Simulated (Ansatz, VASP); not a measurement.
## C in VASP and in Ansatz

Contents of INCAR:

```
ALGO = Normal
EDIFF = 1E-7
ENCUT = 520
GGA = PE
ISIF = 2
ISMEAR = -1
LASPH = True
LCHARG = False
LREAL = False
LWAVE = False
NBANDS = 11
NELM = 80
PREC = Accurate
SIGMA = 0.08
```

KPOINTS

```
k-points
0
Gamma
  20 20 20
```

File POSCAR:

```
C
1.0
    0.0000000000      1.8369020000      1.7834000000
    1.8369020000      0.0000000000      1.7834000000
    1.8369020000      1.8369020000      0.0000000000
C
2
Direct
    0.5000000000      0.5000000000      0.5000000000
    0.7500000000      0.7500000000      0.7500000000
```

Input for Ansatz:

```yaml
crystal:
  lattice:
    - [0.0, 1.836902, 1.7834]
    - [1.836902, 0.0, 1.7834]
    - [1.836902, 1.836902, 0.0]
  atoms:
    - { symbol: C, position: [0.5, 0.5, 0.5] }
    - { symbol: C, position: [0.75, 0.75, 0.75] }
kpoints:
  mp_grid: { grid: [20, 20, 20] }
  band_path:
    path:
      - [0.0, 0.0, 0.0]
      - [0.0, 0.5, 0.5]
      - [0.25, 0.75, 0.5]
      - [0.0, 0.5, 0.0]
      - [0.0, 0.0, 0.0]
      - [0.5, 0.5, 0.0]
      - [0.3826125, 0.6173875, 0.0]
      - [-0.3826125, 0.3826125, 0.0]
      - [0.0, 0.0, 0.0]
    npoints: 5
scf:
  occupations: { method: fermi_dirac, width: 0.08 }
hamiltonian:
  xc: pbe
  pseudopotentials: { kind: all_electron, lapw: { basis_error: 0.0005 } }
output:
  forces: true
  stress: true
  eigenvalues: true
```

Change from the starting cell: equal xx and yy strain of +3 %.

Alike in both runs: task single point; functional PBE; k mesh 20 × 20 × 20; occupations fermi-dirac, width 0.08 eV; no spin polarisation.

|  | VASP | Ansatz |
| --- | --- | --- |
| version | VASP 6.6.1 | Ansatz 0.2.0 |
| potentials or method | VASP PAW PBE potentials, release 64 (C) | all-electron LAPW, scalar-relativistic |
| plane-wave cutoff (eV) | 520 | see its input |

|  | VASP | Ansatz | Ansatz less VASP |
| --- | --- | --- | --- |
| gap on the k mesh at the Fermi level (eV) | 3.29 | 3.29 | +0.008 |
| pressure (GPa) | -21.0 | -21.6 | -0.51 |
| largest component of the traceless stress (GPa) | 16.66 | 16.68 | +0.019 |

Ansatz ran all-electron here, so the differences hold the error of VASP's frozen core and of both bases.

Caveats: so large a pressure means that the cell lies far from this level's equilibrium, or that cutoff or potentials fall short (VASP).
